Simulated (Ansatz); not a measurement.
# 3-layer blue phosphorene (AA') in a perpendicular field

Wanted: the out-of-plane response of the 3-layer blue phosphorene (AA'). A positive field points along +c.

Main program and level: Ansatz 0.2.0; plane-wave DFT, PBE-D3(BJ), Ansatz PAW.

**1. The starting structure**

The cell holds 6 atoms: 6 P. Its edges and angles: a = 3.280 Å, b = 3.280 Å, c = 51.220 Å, α = 90.0°, β = 90.0°, γ = 120.0°. Regions: layer 1: blue phosphorene, 2 atoms (2 P); layer 2: blue phosphorene, 2 atoms (2 P); layer 3: blue phosphorene, 2 atoms (2 P). Vacuum lies along c.

**2. Relaxation**

The starting cell is a guess, so the in-plane lattice and the atoms are relaxed first, with the slab cut off from its images along the normal.

File input.yaml:

```yaml
crystal:
  lattice:
    - [3.28, 0.0, 0.0]
    - [-1.64, 2.8405633244, 0.0]
    - [0.0, 0.0, 51.2200000002]
  atoms:
    - { symbol: P, position: [0.6666666667, 0.3333333333, 0.4012104647] }
    - { symbol: P, position: [0.3333333333, 0.6666666667, 0.4254197579] }
    - { symbol: P, position: [0.3333333333, 0.6666666667, 0.4878953534] }
    - { symbol: P, position: [0.6666666667, 0.3333333333, 0.5121046466] }
    - { symbol: P, position: [0.6666666667, 0.3333333333, 0.5745802421] }
    - { symbol: P, position: [0.3333333333, 0.6666666667, 0.5987895353] }
  periodic: [true, true, false]
kpoints:
  mp_grid: { grid: [12, 12, 1] }
hamiltonian:
  xc: pbe
  dispersion: d3bj
scf:
  occupations: { method: fermi_dirac, width: 0.05 }
  convergence: { dr2_threshold: 1.0e-09 }
relax:
  f_tol: 0.004
  max_steps: 90
  cell: {}
output:
  write_potential: true
  write_density: true
  volumetric_format: npy
```

On the command line:

```sh
$ ansatz run input.yaml --threads 2 --pin off --max-ram 4096MiB --backend cpu --events-out ev --progress --plain --runs-dir out
```

Numbers of over 12 decimals in the logs are rounded to 6 here.

Log:

```text
Warning: relax.cell: scf.convergence.dr2_threshold = 1e-9 eV is looser than the 1.48216071421e-10 eV advised for a relaxation that steers and ends on the stress (1e-10 eV for each atom of the cell: 6, times the square of relax.cell.stress_2d_tol = 0.05 N/m over 20.1 Å (the atoms' height at the walk's start and 5 Å past either face), 2.485e-2 GPa, over a crystal's default 0.05). What an SCF threshold leaves in a stress goes as its square root, and in the free energy as the threshold itself, and one threshold admits the most on a small cell: [figures from the program's tests cut] Set scf.convergence.dr2_threshold to 1.48216071421e-10 eV or tighter. [rest of the remark cut]
Engine: ansatz 0.2.0, x86_64-unknown-linux-gnu
Pseudopotentials: kind: paw
Pseudopotential: P, paw, valence charge 5, recommended cutoff 420 eV (normal), P.paw.azcp
Functional definition: PBE
  parameter kappa = 0.804
  parameter beta = 0.066725
  exchange = pbe_x(kappa = kappa, mu = beta*pi^2/3)
  correlation = pbe_c(beta = beta)
Crystal: 6 atoms, lattice volume = 477.219 Å³
Basis set: ecut = 420 eV, 9507 PW (Γ), exchange–correlation on 48×48×720 points (8 copies of the dense FFT grid, shifted against one another)
Bands: 21, of which v1, the nominal top of the filled ones, is band 15 counted from 1 (14 counted from 0)
Symmetry: 12 space group operations
Space group: P-3m1 (ITA 164), of the structure as read, at distance tolerance 7.8e-5 Å
k-points: 19 of 144
Non-local potential: P, projectors of the file, l = 0: 2, l = 1: 2, l = 2: 2
PAW form: soft (Blöchl's): semilocal exchange-correlation on the pseudo side does not see the compensation charge
PAW one-centre angular grid: P, 110 points (default); XC on 64 Gauss nodes
Initial density: superposition of atomic densities (neutral atoms: chi_scale 0, normalization atom), corrected by the library's trained network
Initial wavefunctions: pseudopotential atomic-orbital guess
Functional: x = pbe(κ = 0.804, μ = 0.219515), c = pbe(β = 0.066725)
SCF iter   1: F=—  HF=-4535.191225 eV  |F-HF|=—  |Δ(HF+E_count)|=         —  Δρ=1.40e-3  dr2=4.30e-2  ethr=1.77e-3  ⟨swp⟩=13.8  Hψ=3875  notcnv=0
preconditioner: auto → LDOS  [insulator: Δε(μ)=0.195 eV  Ē_g=8.734 eV  σ=0.050 eV  W_gap=0.73  n_scr=28 (ndim 8)  ℏωp=9.3 eV  f_vac=0.718  D(μ)=0.88/eV (n_scr^D=8)  ε∞_Penn≈2.1  β→1.0]
SCF iter   2: F=—  HF=-4535.192740 eV  |F-HF|=—  |Δ(HF+E_count)|=   1.51e-3  Δρ=1.03e-3  dr2=3.76e-2  ethr=1.43e-4  ⟨swp⟩=4.4  Hψ=1078  notcnv=0  defer=7
SCF iter   3: F=—  HF=-4535.188110 eV  |F-HF|=—  |Δ(HF+E_count)|=   4.63e-3  Δρ=3.94e-4  dr2=6.95e-3  ethr=1.25e-4  ⟨swp⟩=2.9  Hψ=727  notcnv=0  defer=7
SCF iter   4: F=—  HF=-4535.187399 eV  |F-HF|=—  |Δ(HF+E_count)|=   7.11e-4  Δρ=1.01e-4  dr2=6.35e-4  ethr=2.32e-5  ⟨swp⟩=2.7  Hψ=642  notcnv=0  defer=7
SCF iter   5: F=—  HF=-4535.187368 eV  |F-HF|=—  |Δ(HF+E_count)|=   3.08e-5  Δρ=3.08e-5  dr2=4.01e-5  ethr=2.12e-6  ⟨swp⟩=2.5  Hψ=618  notcnv=0  defer=7
SCF iter   6: F=—  HF=-4535.187361 eV  |F-HF|=—  |Δ(HF+E_count)|=   7.19e-6  Δρ=9.66e-6  dr2=2.49e-6  ethr=1.34e-7  ⟨swp⟩=2.5  Hψ=699  notcnv=0  defer=7
SCF iter   7: F=—  HF=-4535.187313 eV  |F-HF|=—  |Δ(HF+E_count)|=   4.81e-5  Δρ=4.74e-6  dr2=3.65e-7  ethr=8.30e-9  ⟨swp⟩=3.2  Hψ=878  notcnv=0  defer=7
SCF iter   8: F=—  HF=-4535.187313 eV  |F-HF|=—  |Δ(HF+E_count)|=   5.38e-8  Δρ=1.00e-6  dr2=1.49e-8  ethr=1.22e-9  ⟨swp⟩=2.9  Hψ=767  notcnv=0  defer=7
SCF iter   9: F=—  HF=-4535.187313 eV  |F-HF|=—  |Δ(HF+E_count)|=   6.90e-9  Δρ=5.52e-7  dr2=3.09e-9  ethr=4.95e-11  ⟨swp⟩=3.3  Hψ=940  notcnv=0  defer=7
SCF iter  10: F=-4535.187313 eV  HF=-4535.187313 eV  |F-HF|=2.46e-10  |Δ(HF+E_count)|=  2.25e-10  Δρ=1.50e-7  dr2=2.48e-10  ethr=3.33e-12  ⟨swp⟩=11.1  Hψ=3175  notcnv=0
SCF 1 converged in 10 iterations: F = -4535.187313 eV  dr2 = 2.48e-10
  greatest PAW one-centre occupation: 0.822 electrons in one spin orbital (limit 2), on the P atom at site 3 (counted from 0), in its partial waves of l = 0
relax step   1: F+E_penalty+E_count = -4535.18731276 eV  Δ(F+E_penalty+E_count) = +0.000e0 eV  max|allowed force component| = 4.094e-1 eV/Å  Δτ_max = 0.0000 Å  P = -1.911 N/m  Ω = 477.219 Å³  fix = [c, alpha, beta]  reactions: c -0.000 N/m  (10 SCF iters, accepted)
Crystal: 6 atoms, lattice volume = 475.119 Å³
Basis set: ecut = 420 eV, 9447 PW (Γ), exchange–correlation on 48×48×720 points (8 copies of the dense FFT grid, shifted against one another)
Initial density: handed on by an earlier stage of this run
Initial wavefunctions: those handed on with the density
iter 1 solved again at ethr=3.38e-4 eV; its pass at ethr=3.10e-3 eV (dr2=1.01e-1 eV) is discarded
SCF iter   1: F=—  HF=-4535.344253 eV  |F-HF|=—  |Δ(HF+E_count)|=         —  Δρ=6.26e-3  dr2=1.02e-1  ethr=3.38e-4  ⟨swp⟩=2.3  Hψ=4252  notcnv=0
preconditioner: auto → Resta (q_TF=auto, 1.722 Å⁻¹)  ε∞=2.1  [insulator: Δε(μ)=0.578 eV  Ē_g=8.787 eV  σ=0.050 eV  W_gap=0.99  n_scr=28 (ndim 8)  ℏωp=9.3 eV  f_vac=0.706  D(μ)=0.02/eV (n_scr^D=0)  ε∞_Penn≈2.1  vacuum switching on, ρ_ref=5.6e-3 e/Å³]
SCF iter   2: F=—  HF=-4535.340682 eV  |F-HF|=—  |Δ(HF+E_count)|=   3.57e-3  Δρ=3.18e-3  dr2=3.27e-2  ethr=3.38e-4  ⟨swp⟩=2.7  Hψ=616  notcnv=0  defer=2
SCF iter   3: F=—  HF=-4535.345161 eV  |F-HF|=—  |Δ(HF+E_count)|=   4.48e-3  Δρ=1.53e-3  dr2=4.27e-2  ethr=1.09e-4  ⟨swp⟩=3.9  Hψ=869  notcnv=0  defer=2
SCF iter   4: F=—  HF=-4535.340850 eV  |F-HF|=—  |Δ(HF+E_count)|=   4.31e-3  Δρ=2.04e-4  dr2=3.81e-4  ethr=1.09e-4  ⟨swp⟩=2.6  Hψ=731  notcnv=0  defer=10
SCF iter   5: F=—  HF=-4535.340854 eV  |F-HF|=—  |Δ(HF+E_count)|=   3.99e-6  Δρ=6.30e-5  dr2=1.35e-4  ethr=1.27e-6  ⟨swp⟩=3.3  Hψ=961  notcnv=0  defer=7
SCF iter   6: F=—  HF=-4535.340839 eV  |F-HF|=—  |Δ(HF+E_count)|=   1.51e-5  Δρ=2.39e-5  dr2=1.89e-5  ethr=4.50e-7  ⟨swp⟩=2.1  Hψ=543  notcnv=0  defer=8
SCF iter   7: F=—  HF=-4535.340835 eV  |F-HF|=—  |Δ(HF+E_count)|=   4.13e-6  Δρ=2.19e-6  dr2=2.00e-8  ethr=6.30e-8  ⟨swp⟩=3.1  Hψ=754  notcnv=0  defer=8
SCF iter   8: F=—  HF=-4535.340789 eV  |F-HF|=—  |Δ(HF+E_count)|=   4.55e-5  Δρ=7.09e-7  dr2=1.25e-8  ethr=6.66e-11  ⟨swp⟩=4.1  Hψ=1121  notcnv=0  defer=8
SCF iter   9: F=—  HF=-4535.340789 eV  |F-HF|=—  |Δ(HF+E_count)|=  1.76e-10  Δρ=2.42e-7  dr2=2.00e-9  ethr=4.18e-11  ⟨swp⟩=2.5  Hψ=575  notcnv=0  defer=8
SCF iter  10: F=-4535.340789 eV  HF=-4535.340789 eV  |F-HF|=9.09e-13  |Δ(HF+E_count)|=  2.23e-10  Δρ=2.63e-8  dr2=3.47e-12  ethr=3.33e-12  ⟨swp⟩=11.5  Hψ=3153  notcnv=0
SCF 2 converged in 10 iterations: F = -4535.340789 eV  dr2 = 3.47e-12
[...]
SCF iter   8: F=—  HF=-4535.420921 eV  |F-HF|=—  |Δ(HF+E_count)|=   4.86e-8  Δρ=3.97e-7  dr2=1.09e-9  ethr=8.44e-11  ⟨swp⟩=2.9  Hψ=805  notcnv=0
SCF iter   9: F=-4535.420921 eV  HF=-4535.420921 eV  |F-HF|=7.91e-11  |Δ(HF+E_count)|=   1.61e-9  Δρ=8.83e-8  dr2=1.04e-10  ethr=3.33e-12  ⟨swp⟩=11.4  Hψ=3177  notcnv=0
SCF 3 converged in 9 iterations: F = -4535.420921 eV  dr2 = 1.04e-10
  greatest PAW one-centre occupation: 0.819 electrons in one spin orbital (limit 2), on the P atom at site 3 (counted from 0), in its partial waves of l = 0
relax step   3: F+E_penalty+E_count = -4535.42092093 eV  Δ(F+E_penalty+E_count) = -8.013e-2 eV  max|allowed force component| = 1.583e-1 eV/Å  Δτ_max = 0.2000 Å  P = +0.534 N/m  Ω = 466.177 Å³  energy of the carried Pulay correction = +3.680e-4 eV  fix = [c, alpha, beta]  reactions: c +0.000 N/m  (9 SCF iters, accepted)
[...]
relax step   4: F+E_penalty+E_count = -4535.45036096 eV  Δ(F+E_penalty+E_count) = -2.944e-2 eV  max|allowed force component| = 5.899e-2 eV/Å  Δτ_max = 0.1625 Å  P = +0.329 N/m  Ω = 467.142 Å³  energy of the carried Pulay correction = +3.355e-4 eV  fix = [c, alpha, beta]  reactions: c +0.000 N/m  (9 SCF iters, accepted)
[...]
relax step   5: F+E_penalty+E_count = -4535.45817495 eV  Δ(F+E_penalty+E_count) = -7.814e-3 eV  max|allowed force component| = 1.521e-2 eV/Å  Δτ_max = 0.1200 Å  P = -0.057 N/m  Ω = 468.414 Å³  energy of the carried Pulay correction = +2.928e-4 eV  fix = [c, alpha, beta]  reactions: c -0.000 N/m  (8 SCF iters, accepted)
[...]
relax step   6: F+E_penalty+E_count = -4535.45826285 eV  Δ(F+E_penalty+E_count) = -8.790e-5 eV  max|allowed force component| = 5.319e-2 eV/Å  Δτ_max = 0.0538 Å  P = +0.500 N/m  Ω = 466.351 Å³  energy of the carried Pulay correction = +3.621e-4 eV  fix = [c, alpha, beta]  reactions: c +0.000 N/m  (8 SCF iters, accepted)
[...]
relax step   7: F+E_penalty+E_count = -4535.45888244 eV  Δ(F+E_penalty+E_count) = -6.196e-4 eV  max|allowed force component| = 6.239e-3 eV/Å  Δτ_max = 0.0043 Å  P = +0.030 N/m  Ω = 468.097 Å³  energy of the carried Pulay correction = +3.034e-4 eV  fix = [c, alpha, beta]  reactions: c +0.000 N/m  (7 SCF iters, accepted)
[...]
relax step   8: F+E_penalty+E_count = -4535.45888566 eV  Δ(F+E_penalty+E_count) = -3.225e-6 eV  max|allowed force component| = 2.460e-4 eV/Å  Δτ_max = 0.0023 Å  P = +0.001 N/m  Ω = 468.205 Å³  energy of the carried Pulay correction = +2.998e-4 eV  fix = [c, alpha, beta]  reactions: c +0.000 N/m  (6 SCF iters, accepted)
Initial wavefunctions: pseudopotential atomic-orbital guess (no wavefunctions were taken with the density)
iter 1 solved again at ethr=3.80e-7 eV; its pass at ethr=3.10e-3 eV (dr2=1.14e-4 eV) is discarded
SCF iter   1: F=—  HF=-4535.458696 eV  |F-HF|=—  |Δ(HF+E_count)|=         —  Δρ=6.68e-6  dr2=2.09e-8  ethr=3.80e-7  ⟨swp⟩=5.6  Hψ=5676  notcnv=0
eigensolver tolerance schedule: the retry pair's looser diagonalisation over-reported the residual by 5447.62 of it (diagonalisation noise at 2.02 of the residual, at the tolerance the schedule requests for it); recorded, not acted on — ethr = c·dr2/N_el stays at c = 1.0e-1
preconditioner: auto → Resta (q_TF=auto, 1.726 Å⁻¹)  ε∞=2.1  [insulator: Δε(μ)=1.286 eV  Ē_g=8.819 eV  σ=0.050 eV  W_gap=1.00  n_scr=28 (ndim 8)  ℏωp=9.4 eV  f_vac=0.686  D(μ)=0.00/eV (n_scr^D=0)  ε∞_Penn≈2.1  vacuum switching on, ρ_ref=5.6e-3 e/Å³]
SCF iter   2: F=—  HF=-4535.458645 eV  |F-HF|=—  |Δ(HF+E_count)|=   5.14e-5  Δρ=3.42e-6  dr2=6.14e-9  ethr=6.98e-11  ⟨swp⟩=5.2  Hψ=1462  notcnv=0
SCF iter   3: F=—  HF=-4535.458645 eV  |F-HF|=—  |Δ(HF+E_count)|=   5.35e-8  Δρ=1.01e-6  dr2=6.26e-9  ethr=2.05e-11  ⟨swp⟩=2.2  Hψ=719  notcnv=0
SCF iter   4: F=—  HF=-4535.458645 eV  |F-HF|=—  |Δ(HF+E_count)|=   3.48e-9  Δρ=2.75e-7  dr2=1.22e-9  ethr=2.05e-11  ⟨swp⟩=3.3  Hψ=721  notcnv=0
SCF iter   5: F=-4535.458645 eV  HF=-4535.458645 eV  |F-HF|=3.64e-11  |Δ(HF+E_count)|=  6.18e-11  Δρ=7.93e-8  dr2=5.90e-11  ethr=3.33e-12  ⟨swp⟩=12.7  Hψ=3174  notcnv=0
SCF 9 converged in 5 iterations: F = -4535.458645 eV  dr2 = 5.90e-11
relax step   9: F+E_penalty+E_count = -4535.45864493 eV  Δ(F+E_penalty+E_count) = +2.407e-4 eV  max|allowed force component| = 2.721e-4 eV/Å  Δτ_max = 0.0000 Å  P = -0.008 N/m  Ω = 468.205 Å³  fix = [c, alpha, beta]  reactions: c -0.000 N/m  stress off target by 7.52e-3 N/m on what of the cell is left free  SCF on the basis re-selected at this cell (its energy is not comparable with the rows above)  (5 SCF iters)
basis re-selected at this cell: Δ(F+E_penalty+E_count) = +2.407e-4 eV, ΔP = -0.009 N/m vs the last step (what re-selecting the basis moved, of the pressure what is left beyond the Pulay correction that the steps carried, after the strain that the cell walked since its last selection, with what the two solves' SCF thresholds leave and, on support functions, any second-order correction that the steps lacked; it is no m [...]
SCF converged after 5 iterations
Free energy (F): -4535.458645 eV
Harris-Foulkes:  -4535.458645 eV  (|F-HF|=3.64e-11)
Internal energy: -4535.458644 eV  (E = F + TS)
E sigma→0 (E₀):  -4535.458645 eV
Entropy (-TS):   -0.000001 eV (-0.000 meV/atom)
Fermi energy:    -5.046350 eV
--- Per-component energies (eV) ---
  E_band       = -342.393685
  E_kinetic    = 418.333677
  E_local      = -70661.928603  (includes V_loc(G=0)·N_el)
  E_nonlocal   = 204.210794
  E_hartree    = 35051.742373
  E_xc         = -366.509229
  E_vxc        = -361.217296  (∫ρ·V_xc dr)
  E_paw        = -3416.090622  (= ΣΔE_a)
  E_vpaw       = -45.276417  (= ΣTr[D̂ρ^β])
  E_aug_tail   = 0.000020  (compensation charges beyond the density's cutoff)
  E_ewald      = 34236.346467
  E_disp       = -1.563521  (pairwise vdW)
  E_smearing   = -0.000001  (= −TS)
  E_closure    = -0.000000  (closes the sum)
  Σ components = -4535.458645   (vs F -4535.458645, Δ=0.00e0)
--- Forces (eV/Å), atoms counted from 1 ---
  atom   1  P     -0.00000000     0.00000000    -0.00027211
  atom   2  P      0.00000000    -0.00000000    -0.00019728
  atom   3  P      0.00000000    -0.00000000     0.00006452
  atom   4  P     -0.00000000     0.00000000    -0.00006452
  atom   5  P      0.00000000     0.00000000     0.00019728
  atom   6  P     -0.00000000    -0.00000000     0.00027211
  max |Σ_I F_I| component: 7.40e-17 eV/Å
--- 2D stress c σ (N/m, compression-positive) ---
       -0.007519      -0.000000      -0.000000
       -0.000000      -0.007519      -0.000000
       -0.000000      -0.000000      -0.000000
  P = ½ c Tr σ = -0.0075 N/m
--- Band table (eV; the first three rows and the last of 19) ---
  k-point 0: bands = [... 11 lower, -6.1938, -6.1901, -6.1901, -5.9552, -2.1944, -2.1944, -2.1781, -2.1663, ... 2 higher]
  k-point 1: bands = [... 11 lower, -6.4675, -6.4525, -6.4485, -5.8992, -2.5108, -2.4716, -2.4436, -1.8703, ... 2 higher]
  k-point 2: bands = [... 11 lower, -7.0041, -7.0031, -6.4136, -5.7762, -3.2292, -3.1657, -3.1073, -1.2347, ... 2 higher]
  k-point 18: bands = [... 11 lower, -7.9242, -7.9242, -7.6995, -7.6995, -4.3042, -4.0852, -3.8724, -1.1520, ... 2 higher]
  the weakly bound empty levels are not read free of the cell's end (no_gap_told)
--- Relaxed structure (8 steps of the walk, 8 accepted, 1 SCFs on fresh bases) ---
  F+E_penalty+E_count = -4535.45864493 eV   max|allowed force component| = 2.721e-4 eV/Å   (the final SCF, on the basis selected at the relaxed cell)
  cell:  # Å, volume = 468.2052 Å³
    - [3.248875, 0.0, 0]
    - [-1.624437, 2.813608, 0]
    - [0, 0, 51.2200000002]
  atoms:
    - { symbol: P, position: [0.666667, 0.333333, 0.387150] }
    - { symbol: P, position: [0.333333, 0.666667, 0.411489] }
    - { symbol: P, position: [0.333333, 0.666667, 0.487832] }
    - { symbol: P, position: [0.666667, 0.333333, 0.512168] }
    - { symbol: P, position: [0.666667, 0.333333, 0.588511] }
    - { symbol: P, position: [0.333333, 0.666667, 0.612850] }
```

Elapsed: 1.9 min, on 2 threads of AMD EPYC (Zen 3), shared host; peak memory 0.72 GiB.

Relaxation path:

```csv
step,energy less that of the first step (eV),largest force component (eV/Å),volume (Å³)
1,0.0000,0.4094,477.22
2,-0.1535,0.1514,475.12
3,-0.2336,0.1583,466.18
4,-0.2630,0.0590,467.14
5,-0.2709,0.0152,468.41
6,-0.2710,0.0532,466.35
7,-0.2716,0.0062,468.10
8,-0.2716,0.0002,468.21
9*,-0.2713,0.0003,468.21
```

Relaxation steps marked * repeat the geometry before them on a plane-wave basis chosen anew for their cell, so energy and pressure can jump there.

The run keeps the 12 symmetry operations that it works with, so distortions that break them were not tested.

| cell as run | before | after | change |
| --- | --- | --- | --- |
| a (Å) | 3.280 | 3.249 | -0.9 % |
| b (Å) | 3.280 | 3.249 | -0.9 % |

The atoms that moved most (Å, along periodic axes as changes of fractional coordinates times the final cell, across vacuum about the mean position):

```
atom     dx     dy      dz  length
  P6  0.000  0.000   0.720   0.720
  P1  0.000  0.000  -0.720   0.720
  P2  0.000  0.000  -0.714   0.714
  P5  0.000  0.000   0.714   0.714
```

The lattice constant a goes from 3.280 to 3.249 Å.

[end of part 1 of 3]

[Logs are printed without paths, hosts, clocks, repeated set-up lines and the standing remarks that a program may print on its own settings, such as how far it seeks lower states.]

[Hosts, paths, dates, database ids (printed as entryN), source tags and the programs' standing remarks are cut or masked in the printed files.]

[Maps of the electrostatic potential energy from Ansatz leave out the sawtooth potential of an applied field or a dipole correction, so their vacuum need not be flat; planar profiles and work functions include it.]
